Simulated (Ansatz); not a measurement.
**Zr: what symmetry allows forces and stress to be**

```yaml
crystal:
  lattice:
    - [3.37876, 0.03865, 0.00000]
    - [-1.65591, 2.63627, 0.00000]
    - [0.00000, 0.00000, 4.95162]
  atoms:
    - { symbol: Zr, position: [0.34800, 0.66046, 0.25000] }
    - { symbol: Zr, position: [0.65200, 0.33954, 0.75000] }
```

These are results of DFT PBE, scalar-relativistic, plane waves, PAW in Ansatz 0.2.0, not measurements.

Cutoff 420 eV; k points 12×14×8 on the computed 2-atom cell (Γ-centred); Gaussian smearing, width 0.10 eV; no spin polarisation.

This distorted cell has space group P2_1/m, with 4 operations.

Task: Without a calculation: in which directions can each atom feel a force?

Result: A force must be left unchanged by every operation that keeps its atom in place, so it lies in the space that those operations leave fixed. Atoms that the group maps onto each other feel forces of one size.
| atom | site symmetry | operations at the site | equivalent to atom | allowed force (Cartesian) |
| --- | --- | --- | --- | --- |
| Zr1 | m | 2 | 1 | in the plane normal to (0.00, 0.00, 1.00) |
| Zr2 | m | 2 | 1 | in the plane normal to (0.00, 0.00, 1.00) |

That leaves 2 independent force components of 6. A relaxation in this cell that keeps the symmetry moves the atoms in these directions alone.

Task: And the stress tensor?

Result: It must be invariant under the point group, which leaves 4 independent components: yz, xz vanish.

Task: Do the computed values obey this?

Result: Yes. Forces (eV/Å):
```
Zr1 -0.172 -0.200  0.000
Zr2  0.172  0.200  0.000
```

Stress (GPa, compression positive, xx yy zz yz xz xy): 2.20 6.68 6.56 0.00 0.00 -1.50. The program imposes the same operations on density, forces and stress, so this confirms the analysis and is no independent test of the calculation.